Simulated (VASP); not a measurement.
Input of a VASP 6.6.1 run:

File run.py:

```python
from ase.calculators.vasp import Vasp
from ase.dft.bandgap import bandgap
from ase.io import read

atoms = read('ZrB2.cif')
calc = Vasp(
    directory='calc',
    xc='lda',
    pp='LDA',
    setups='gw',
    prec='Accurate',
    encut=550,
    ediff=1e-06,
    ismear=0,
    sigma=0.05,
    lreal=False,
    lasph=True,
    nelm=60,
    algo='Normal',
    isif=2,
    lwave=False,
    lcharg=True,
    lelf=True,
    lvhar=True,
    kpts=[10, 10, 8],
    gamma=True,
)
atoms.calc = calc

print('energy (eV):', atoms.get_potential_energy())
print('free energy (eV):', atoms.get_potential_energy(force_consistent=True))
print('forces (eV/A):')
print(atoms.get_forces())
print('stress (eV/A^3, Voigt):', atoms.get_stress())
print('Fermi level (eV):', calc.get_fermi_level())
gap, top, bottom = bandgap(calc)
print('band gap (eV):', gap, 'from (spin, k, band)', top, 'to', bottom)
```

ZrB2.cif

```cif
data_ZrB2
_cell_length_a 3.17000000
_cell_length_b 3.17000000
_cell_length_c 3.53300000
_cell_angle_alpha 90.00000000
_cell_angle_beta 90.00000000
_cell_angle_gamma 120.00000000
_space_group_name_H-M_alt 'P1'
_space_group_name_Hall 'P 1'
_space_group_IT_number 1
loop_
_space_group_symop_operation_xyz
'x,y,z'
loop_
_atom_site_label
_atom_site_type_symbol
_atom_site_symmetry_multiplicity
_atom_site_Wyckoff_symbol
_atom_site_fract_x
_atom_site_fract_y
_atom_site_fract_z
_atom_site_occupancy
Zr1 Zr 1 a 0.0000000000 0.0000000000 0.0000000000 1
B1 B 1 a 0.6666666667 0.3333333333 0.5000000000 1
B2 B 1 a 0.3333333333 0.6666666667 0.5000000000 1
```

Potentials or basis: VASP PAW LDA potentials, release 64 (Zr_sv_GW, B_GW).

The run is started by

```console
$ python run.py
```

(1) Predict the pressure.

(2) Predict the band gap on the k mesh.

## Answers

(1) -9.0 GPa.

(2) none (metal or under the smearing width).
